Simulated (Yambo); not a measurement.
# AlN (F-43m) in Yambo: a series of runs, part 2 of 3

Yambo 5.3.0. Earlier steps stand in the parts before.

## 3. Optical spectrum, PBE

Input file optics8.in:

```
optics
chi
Chimod= "IP"
% BndsRnXd
 1 | 29 |
%
% LongDrXd
 1 | 1 | 0 |
%
% QpntsRXd
 1 | 1 |
%
% EnRngeXd
 0 | 30 | eV
%
% DmRngeXd
 0.1 | 0.1 | eV
%
ETStpsXd= 200
```

Input file scf.in:

```
&CONTROL
  calculation = 'scf'
  prefix = 'pwscf'
  outdir = './tmp'
  pseudo_dir = './pseudo'
/
&SYSTEM
  ibrav = 0
  nat = 2
  ntyp = 2
  ecutwfc = 84
  nbnd = 9
  occupations = 'smearing'
  smearing = 'fd'
  degauss = 0.00367493
  force_symmorphic = .true.
/
&ELECTRONS
  conv_thr = 4d-10
  electron_maxstep = 120
  mixing_beta = 0.5
/
ATOMIC_SPECIES
Al    26.9815 Al.upf
N     14.0070 N.upf
CELL_PARAMETERS bohr
   0.0000000000    4.1271496856    4.1271496856
   4.1271496856    0.0000000000    4.1271496856
   4.1271496856    4.1271496856    0.0000000000
ATOMIC_POSITIONS bohr
Al     0.0000000000    0.0000000000    0.0000000000
N      2.0635748428    2.0635748428    2.0635748428
K_POINTS automatic
10 10 10 0 0 0
```

Input file nscf.in:

```
&CONTROL
  calculation = 'nscf'
  prefix = 'pwscf'
  outdir = './tmp'
  pseudo_dir = './pseudo'
/
&SYSTEM
  ibrav = 0
  nat = 2
  ntyp = 2
  ecutwfc = 84
  nbnd = 104
  occupations = 'fixed'
  force_symmorphic = .true.
/
&ELECTRONS
  conv_thr = 1d-08
  diago_full_acc = .true.
  diago_thr_init = 1d-06
/
ATOMIC_SPECIES
Al    26.9815 Al.upf
N     14.0070 N.upf
CELL_PARAMETERS bohr
   0.0000000000    4.1271496856    4.1271496856
   4.1271496856    0.0000000000    4.1271496856
   4.1271496856    4.1271496856    0.0000000000
ATOMIC_POSITIONS bohr
Al     0.0000000000    0.0000000000    0.0000000000
N      2.0635748428    2.0635748428    2.0635748428
K_POINTS automatic
6 6 6 0 0 0
```

Potentials or basis: PseudoDojo 0.4.1 SR PBE standard.

On the command line:

```bash
$ OMP_NUM_THREADS=1 pw.x -in scf.in > scf.out
$ OMP_NUM_THREADS=1 pw.x -in nscf.in > nscf.out
$ cd tmp/pwscf.save; p2y; mv SAVE ../..; cd ../..
$ OMP_NUM_THREADS=1 yambo
$ OMP_NUM_THREADS=1 yambo -F optics8.in -J optics8 -C optics8_out
```

Yambo's report:

```text
[... sections 02.01 to 02.04 as in the set-up run ...]

  [02.05] Energies & Occupations
  ==============================

  [X] === General ===
  [X] Electronic Temperature                        :  0.000000  0.000000 [eV K]
  [X] Bosonic    Temperature                        :  0.000000  0.000000 [eV K]
  [X] Finite Temperature mode                       : no
  [X] El. density                                   :  0.38398E+24 [cm-3]
  [X] Fermi Level                                   :  6.956700 [eV]

  [X] === Gaps and Widths ===
  [X] Conduction Band Min                           :  3.324599 [eV]
  [X] Valence Band Max                              :  0.000000 [eV]
  [X] Filled Bands                                  :   4
  [X] Empty Bands                                   :    5  104
  [X] Direct Gap                                    :  4.192196 [eV]
  [X] Direct Gap localized at k                     :  1
  [X] Indirect Gap                                  :  3.324599 [eV]
  [X] Indirect Gap between kpts                     :   1  13
  [X] Last valence band width                       :  2.503632 [eV]
  [X] 1st conduction band width                     :  4.658763 [eV]

 [03] Transferred momenta grid and indexing
 ==========================================

 IBZ Q-points                                      :  16
 BZ  Q-points                                      :  216

 K/Q-points units:
 rlu = crystal or reduced units; cc = cartesian coordinates; iku = interal k-units

 Q [ 1]         [rlu]:  0.000000  0.000000  0.000000
 Q [ 2]         [rlu]:  0.33229E-17  0.33229E-17  0.16667
 Q [ 3]         [rlu]:  0.66457E-17  0.66457E-17  0.33333
 Q [ 4]         [rlu]:  0.16970E-16  0.16970E-16 -0.50000
 Q [ 5]         [rlu]:  0.54850E-17  0.16667      0.16667
 Q [ 6]         [rlu]:  0.76765E-17  0.16667      0.33333
 Q [ 7]         [rlu]: -0.67914E-16  0.16667      0.50000
 Q [ 8]         [rlu]:  0.16970E-16  0.16667     -0.33333
 Q [ 9]         [rlu]: -0.66457E-17  0.16667     -0.16667
 Q [10]         [rlu]:  0.10970E-16  0.33333      0.33333
 Q [11]         [rlu]: -0.57359E-16  0.33333      0.50000
 Q [12]         [rlu]: -0.13291E-16  0.33333     -0.33333
 Q [13]         [rlu]: -0.52918E-16 -0.50000     -0.50000
 Q [14]         [rlu]:  0.166667  0.333333  0.500000
 Q [15]         [rlu]:  0.166667  0.333333 -0.333333
 Q [16]         [rlu]:  0.166667 -0.500000 -0.333333

 [WARNING] [Xd] User bands 1-29 break level degeneracy

 [04] Dipoles
 ============

  [04.01] Setup: observables and procedures
  =========================================

  [WF-Oscillators/G space/Transverse up loader] Normalization (few states)  min/max  :  0.15516E-16   1.0000

  [WR./optics8//ndb.dipoles]------------------------------------------------------
   Brillouin Zone Q/K grids (IBZ/BZ)                :   16  216   16  216
   RL vectors                                       :  2421 [WF]
   Fragmentation                                    : yes
   Electronic Temperature                           :  0.000000 [K]
   Bosonic    Temperature                           :  0.000000 [K]
   DIP band range                                   :   1  29
   DIP band range limits                            :   4   5
   DIP e/h energy range                             : -1.000000 -1.000000 [eV]
   RL vectors in the sum                            :  2421
   [r,Vnl] included                                 : yes
   Bands ordered                                    : yes
   Direct v evaluation                              : no
   Approach used                                    : G-space v
   Dipoles computed                                 : R V P [G-space]
   Wavefunctions                                    : Perdew, Burke & Ernzerhof(X)+Perdew, Burke & Ernzerhof(C)

  [WARNING] [r,Vnl^pseudo] included in position and velocity dipoles.

  [WARNING] In case H contains other non local terms, these are neglected

 [05] Optics
 ===========

 [X-CG] R(p) Tot o/o(of R):   1253  21600    100
```

o-optics8.eel_q1_ip:

```text
# Electron Energy Loss @ Q(1):  0.707106781     0.707106781      0.00000000    [q->0 direction]
#
# [ X ] Hartree size                              :  1
# [GEN] GF Energies                               : Perdew, Burke & Ernzerhof(X)+Perdew, Burke & Ernzerhof(C)
# [GEN] Green`s Function                          : T-ordered
#
# [GEN] Gauge                                     : Length
# [GEN] [r,Vnl] included                          : yes
#
#    E[1] [eV]          Im(eel)            Re(eel)
#
        0.000000           0.001969          -0.209103
        0.150754           0.001970          -0.209043
        0.301508           0.001975          -0.208863
        0.452261           0.001983          -0.208563
        0.603015           0.001993          -0.208141
        0.753769           0.002008          -0.207596
[... 192 lines left out ...]
        29.84925           0.768399          -1.375602
        30.00000           1.309179          -1.566937
#
```

Run time: 43 s. Hardware: 1 thread of Arm Neoverse V1, shared host; peak memory 0.23 GiB.

Results:

| Property | Result |
| --- | --- |
| Band gap on the k mesh, mean-field level | 3.32 eV, indirect (least direct gap 4.19 eV) |
| Electronic dielectric constant along the field | 4.78 |

Dielectric function (along the field direction of the input):
```
energy (eV)  real part  imaginary part
       0.30       4.79            0.05
       1.21       4.87            0.05
       2.26       5.13            0.06
       3.32       5.73            0.11
       4.37       5.76            0.67
       5.43       8.36            1.16
       6.48       1.38            3.78
       7.39       6.77           10.58
       8.44       0.26            2.29
       9.50      -1.77            5.94
      10.55       4.33            2.56
      11.61       4.41            6.46
      12.66      -0.92            4.65
      13.57      -0.23            2.78
      14.62      -1.45            2.97
      15.68      -0.86            1.25
      16.73      -0.63            0.62
      17.79      -0.73            1.23
      18.84      -0.63            0.45
      19.90      -0.13            0.21
```

Energy-loss function:
| energy (eV) | loss |
| --- | --- |
| 0.0 | 0.002 |
| 1.4 | 0.002 |
| 2.6 | 0.003 |
| 3.9 | 0.008 |
| 5.3 | 0.025 |
| 6.5 | 0.234 |
| 7.8 | 0.118 |
| 9.2 | 0.078 |
| 10.4 | 0.145 |
| 11.8 | 0.117 |
| 13.1 | 0.175 |
| 14.3 | 0.217 |
| 15.7 | 0.541 |
| 16.9 | 0.631 |
| 18.2 | 0.656 |
| 19.6 | 1.855 |
| 20.8 | 4.736 |
| 22.2 | 2.221 |
| 23.5 | 1.100 |
| 24.7 | 0.575 |
| 26.1 | 0.804 |
| 27.4 | 1.222 |
| 28.6 | 0.947 |
| 30.0 | 1.309 |

Caveat: spectra need much finer meshes, so this one isn't converged; independent-particle spectra lack excitons.

## 4. Optical spectrum, PBE

Input file optics9.in:

```
optics
chi
Chimod= "HARTREE"
% BndsRnXd
 1 | 29 |
%
NGsBlkXd= 2 Ry
% LongDrXd
 1 | 0 | 0 |
%
% QpntsRXd
 1 | 1 |
%
% EnRngeXd
 0 | 10 | eV
%
% DmRngeXd
 0.1 | 0.1 | eV
%
ETStpsXd= 200
% XfnQP_E
 1.35 | 1.0 | 1.0 |
%
```

scf.in is that of step 3.

nscf.in is that of step 3.

Potentials or basis: PseudoDojo 0.4.1 SR PBE standard.

On the command line:

```bash
$ OMP_NUM_THREADS=1 pw.x -in scf.in > scf.out
$ OMP_NUM_THREADS=1 pw.x -in nscf.in > nscf.out
$ cd tmp/pwscf.save; p2y; mv SAVE ../..; cd ../..
$ OMP_NUM_THREADS=1 yambo
$ OMP_NUM_THREADS=1 yambo -F optics9.in -J optics9 -C optics9_out
```

Yambo's report:

```text
[... sections 02.01 to 02.04 as in the set-up run ...]

  [02.05] Energies & Occupations
  ==============================

  [X] === General ===
  [X] Electronic Temperature                        :  0.000000  0.000000 [eV K]
  [X] Bosonic    Temperature                        :  0.000000  0.000000 [eV K]
  [X] Finite Temperature mode                       : no
  [X] El. density                                   :  0.38398E+24 [cm-3]
  [X] Fermi Level                                   :  6.956700 [eV]

  [X] === Gaps and Widths ===
  [X] Conduction Band Min                           :  3.324599 [eV]
  [X] Valence Band Max                              :  0.000000 [eV]
  [X] Filled Bands                                  :   4
  [X] Empty Bands                                   :    5  104
  [X] Direct Gap                                    :  4.192196 [eV]
  [X] Direct Gap localized at k                     :  1
  [X] Indirect Gap                                  :  3.324599 [eV]
  [X] Indirect Gap between kpts                     :   1  13
  [X] Last valence band width                       :  2.503632 [eV]
  [X] 1st conduction band width                     :  4.658763 [eV]

 [03] Transferred momenta grid and indexing
 ==========================================

 IBZ Q-points                                      :  16
 BZ  Q-points                                      :  216

 K/Q-points units:
 rlu = crystal or reduced units; cc = cartesian coordinates; iku = interal k-units

 Q [ 1]         [rlu]:  0.000000  0.000000  0.000000
 Q [ 2]         [rlu]:  0.33229E-17  0.33229E-17  0.16667
 Q [ 3]         [rlu]:  0.66457E-17  0.66457E-17  0.33333
 Q [ 4]         [rlu]:  0.16970E-16  0.16970E-16 -0.50000
[... 56 lines left out ...]
  -13.64263  -3.67007  -0.94210  -0.86267   7.96834  11.66195  12.60924  14.55949
  Eqp @ K [ 7]
  -12.79298  -5.29686  -1.57031  -0.85783   8.53151  10.52616  13.45262  13.64456
  Eqp @ K [ 8]
  -13.01814  -4.90211  -1.82024  -0.51260   9.33336  10.20560  13.26355  13.41227
  Eqp @ K [ 9]
  -13.96839  -3.14570  -1.20360  -0.13278   8.30708  12.18400  12.82243  14.07620
  Eqp @ K [10]
  -13.14121  -3.88674  -1.39477  -1.39477   6.16848  10.76442  13.66236  16.14947
  Eqp @ K [11]
  -12.48045  -4.54514  -2.52705  -1.49760   6.04161  11.01504  14.18159  15.92977
  Eqp @ K [12]
  -12.41959  -4.28404  -3.68616  -1.09963   7.41571  11.50565  13.90826  14.78849
  Eqp @ K [13]
  -12.28187  -4.89784  -1.77588  -1.77588   4.67460  10.00144  15.26814  17.04602
  Eqp @ K [14]
  -12.88120  -4.31181  -2.31564  -1.21813   7.78384  11.82490  12.24298  14.83824
  Eqp @ K [15]
  -12.41889  -4.62355  -2.93040  -1.64771   7.84448  11.43877  13.40380  14.44663
  Eqp @ K [16]
  -12.23952  -4.30843  -2.77862  -2.50363   6.60235  11.69020  14.32892  14.35240

 [05] Dipoles
 ============

  [05.01] Setup: observables and procedures
  =========================================

  [WF-Oscillators/G space/Transverse up loader] Normalization (few states)  min/max  :  0.15516E-16   1.0000

  [WR./optics9//ndb.dipoles]------------------------------------------------------
   Brillouin Zone Q/K grids (IBZ/BZ)                :   16  216   16  216
   RL vectors                                       :  2421 [WF]
   Fragmentation                                    : yes
   Electronic Temperature                           :  0.000000 [K]
   Bosonic    Temperature                           :  0.000000 [K]
   DIP band range                                   :   1  29
   DIP band range limits                            :   4   5
   DIP e/h energy range                             : -1.000000 -1.000000 [eV]
   RL vectors in the sum                            :  2421
   [r,Vnl] included                                 : yes
   Bands ordered                                    : yes
   Direct v evaluation                              : no
   Approach used                                    : G-space v
   Dipoles computed                                 : R V P [G-space]
   Wavefunctions                                    : Perdew, Burke & Ernzerhof(X)+Perdew, Burke & Ernzerhof(C)

  [WARNING] [r,Vnl^pseudo] included in position and velocity dipoles.

  [WARNING] In case H contains other non local terms, these are neglected

 [06] Optics
 ===========

 [X-CG] R(p) Tot o/o(of R):   1253  21600    100
```

It took 43 s on 1 thread of Arm Neoverse V1, shared host; peak memory 0.29 GiB.

What came out:

- Band gap on the k mesh, mean-field level: 3.32 eV, indirect (least direct gap 4.19 eV)
- Electronic dielectric constant along the field: 4.01
- Electronic dielectric constant along the field, independent particles: 4.27

Dielectric function (along the field direction of the input):
```csv
energy (eV),real part,imaginary part
0.25,4.01,0.03
0.75,4.03,0.03
1.26,4.07,0.03
1.76,4.12,0.03
2.26,4.19,0.04
2.81,4.31,0.04
3.32,4.45,0.05
3.82,4.64,0.06
4.32,4.90,0.08
4.82,5.31,0.12
5.38,6.44,0.69
5.88,5.68,0.40
6.38,7.81,2.05
6.88,8.87,1.65
7.39,9.53,4.04
7.94,2.42,2.11
8.44,8.98,6.18
8.94,0.23,8.20
9.45,-1.08,9.67
10.00,1.86,2.18
```

Caveat: the scissor is the correction of the direct gap in an earlier G0W0 run on the same states; spectra need much finer meshes, so this one isn't converged; these spectra lack excitons.

(Part 2 of 3 ends here.)
